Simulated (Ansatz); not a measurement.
An element in the bcc structure gives these cold pressures by all-electron LAPW under PBE (Ansatz 0.2.0, scalar-relativistic, no spin polarisation).

| V (Å³/atom) | P (GPa) |
| --- | --- |
| 15.77 | 0.04 |
| 13.88 | 13.71 |
| 12.30 | 34.2 |
| 10.72 | 70.5 |
| 9.15 | 134.4 |
| 7.88 | 218.2 |
| 6.78 | 349.0 |

Q: Which element is it?

A: S. Its zero-pressure volume in this structure is near 15.8 Å³/atom; the volume and the steepness of P(V) together point to it, though neighbours can come close. This is the case that was computed; others weren't tested.
